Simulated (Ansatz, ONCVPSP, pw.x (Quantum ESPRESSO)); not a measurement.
Equation-of-state test of one ONCV potential (strontium)

* Element: strontium (Sr)
* Generator: ONCVPSP 4.0.1.1 (patched build)
* Type: optimised norm-conserving Vanderbilt (ONCV)
* Functional: PBE
* Relativity: scalar-relativistic
* Frozen core: [Ar] 3d10
* Valence charge: 10
* Reference configuration: 4s2 4p6 4d1 5s1
* Partial waves: 4s+5s: rc 2.10 bohr, ncon 4, nbas 8, qcut 7.5 1/bohr, 2 projectors; 4p: rc 2.45 bohr, ncon 4, nbas 9, qcut 6.6 1/bohr, 3 projectors, debl 2.1 Ha; 4d: rc 2.65 bohr, ncon 4, nbas 7, qcut 3.5 1/bohr, 1 projector
* Local potential: polynomial inside 1.50 bohr (lpopt 3, dvloc0 1 Ha)
* Core correction: Teter function, fcfact 5, rcfact 1.78

Crystal test: bcc Sr in pw.x 7.5, no spin, 10³ k-points, Fermi–Dirac smearing 0.01 Ry, cutoffs 55/220 Ry. The reference is all-electron LAPW (Ansatz 0.2.0) with the same functional, mesh and smearing; V0 and B0 come from Birch–Murnaghan fits to the pressures at five volumes. Errors are pseudo minus all-electron; Δ is the rms difference of the E(V) curves that follow from these fits, minima aligned, over ±6 % about the mean V0. Mesh and smearing are coarse, so the numbers serve the comparison and aren't converged zero-temperature values; the lattice is a test structure that the element need not adopt.

All-electron: a0 = 4.780 Å (V0 = 54.61 Å³/atom), B0 = 11.4 GPa.

**Question.** How far does the potential miss the all-electron equation of state?

**Answer.** mean pressure error (GPa): +0.01; a0 (Å): 4.782; a0 error (%): +0.03; B0 error (%): +0.1; Δ (meV/atom): 0.1. Atomic configuration tests: 1 of 4 tests not solved or not reliable.

```json
{"V (Å³/atom)": "51.857", "P all-electron (GPa)": "0.64", "P pseudo (GPa)": "0.66"}
{"V (Å³/atom)": "53.221", "P all-electron (GPa)": "0.31", "P pseudo (GPa)": "0.32"}
{"V (Å³/atom)": "54.586", "P all-electron (GPa)": "0.01", "P pseudo (GPa)": "0.02"}
{"V (Å³/atom)": "55.951", "P all-electron (GPa)": "-0.27", "P pseudo (GPa)": "-0.26"}
{"V (Å³/atom)": "57.315", "P all-electron (GPa)": "-0.51", "P pseudo (GPa)": "-0.50"}
```

**Question.** At the middle volume, how do free energy and pressure move when the wave cutoff is lowered (ecutrho kept at four times it)?

**Answer.**

```
cutoff (Ry)  shift of F (meV/atom)  shift of P (GPa)
         25                 +258.6             -3.38
         33                  +26.1             -0.47
         44                   +1.5             -0.03
```

The run at the middle volume (47 k-points, 8 iterations) took about 20 s on one core of a shared host (Neoverse-V1, 32 threads, 247 GiB, load 12).
